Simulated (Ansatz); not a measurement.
**From barrier to diffusion: C in Zr**

Theory: Ansatz 0.2.0, DFT PBE, scalar-relativistic, plane waves, PAW. (420 eV cutoff, 3×3×3 k-mesh, Gaussian smearing of 0.10 eV, no spin polarisation)

Host crystal, relaxed:

```
Zr
1.0
     3.23448    0.00000    0.00000
    -1.61724    2.80114    0.00000
     0.00000    0.00000    5.16547
Zr
2
Direct
  0.33333 0.66667 0.25000
  0.66667 0.33333 0.75000
```

In a supercell of 18 host sites, interstitial C hops to an equivalent place, moving 3.09 Å. Climbing-image nudged elastic band at fixed cell; the order of the saddle wasn't checked, and the small cell leaves errors of about a tenth of an eV.

| image | path (Å) | E − E(0) (eV) |
| --- | --- | --- |
| 0 | 0.00 | 0.000 |
| 1 | 0.83 | 0.508 |
| 2 | 1.67 | 0.466 |
| 3 | 2.50 | 0.047 |
| 4 | 3.34 | 0.683 |
| 5 | 3.97 | 0.339 |
| 6 | 4.60 | 0.000 |

**Question.** What are the barriers forward and back, and what attempt frequency does the shape suggest?

**Answer.** Forward 0.68 eV, back 0.68 eV, the ends being level. For a sinusoidal profile E_b sin²(πx/l), with the C atom alone moving, ν = (1/l)√(E_b/2m) = 5.4×10¹² s⁻¹, within an order of magnitude of the customary 10¹³ s⁻¹; a true prefactor needs the vibrations at the minimum and at the saddle.

**Question.** With ν = 10¹³ s⁻¹, give the forward jump rate along this one path, the wait 1/k for that jump, the diffusivity D ≈ l²k and the distance √(Dt) covered in an hour at 300, 600 and 1000 K, taking the host as solid throughout.

**Answer.** k = ν exp(−E_b/k_BT):
```tsv
T (K)	k (1/s)	wait (s)	D (cm²/s)	√(Dt) in 1 h (nm)
300	33	0.030	3.2×10⁻¹⁴	107
600	1.8×10⁷	5.5×10⁻⁸	1.7×10⁻⁸	7.9×10⁴
1000	3.6×10⁹	2.8×10⁻¹⁰	3.4×10⁻⁶	1.1×10⁶
```

D = l²k holds for six equivalent jumps in three dimensions (z l²k/6) and is a scale otherwise. Long-range transport needs a connected net of such jumps, and traps slow it. D is that of an interstitial already there. An error of 0.1 eV in the barrier changes k by a factor of 48 at 300 K and 3.2 at 1000 K.

Cost: 1 run of about 52 core-minutes, on Intel Xeon Platinum 8259CL (Skylake/Cascade Lake) (shared hosts).